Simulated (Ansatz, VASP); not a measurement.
## Two plane-wave programs on Ru

```
Ru
1.0
     4.24692    0.00000    0.00000
    -2.12346    3.67794    0.00000
     0.00000    0.00000    2.60336
Ru
3
Cartesian
  0.0000 0.0000 0.0000
  0.0000 2.4520 1.3017
  2.1235 1.2260 1.3017
```

The cell was built by a generator and needn't be a form met in nature.

Alike in both runs: task relaxation of cell and atoms; functional revPBE; k mesh 9 × 9 × 12; occupations fermi-dirac, width 0.1 eV; no spin polarisation.

|  | VASP | Ansatz |
| --- | --- | --- |
| version | VASP 6.6.1 | Ansatz 0.2.0 |
| potentials or method | VASP PAW PBE potentials, release 64 (Ru_pv) | plane waves (420 eV) with PAW, scalar-relativistic |
| plane-wave cutoff (eV) | 600 | 420 |
| valence electrons in the cell | 42 | 48 |

|  | VASP | Ansatz | Ansatz less VASP |
| --- | --- | --- | --- |
| relaxed volume (Å³/atom) | 14.27 | 14.27 | +0.005 |
| relaxed cell length with the largest relative difference (Å) | 2.693 | 2.694 | +0.0008 |
| energy change over the relaxation (meV/atom) | -40 | -41 | -0.5 |

The two sets of potentials don't hold the same shells in valence.

Caveats: the PAW data sets were made with another functional, which shifts forces and pressure a little (VASP).
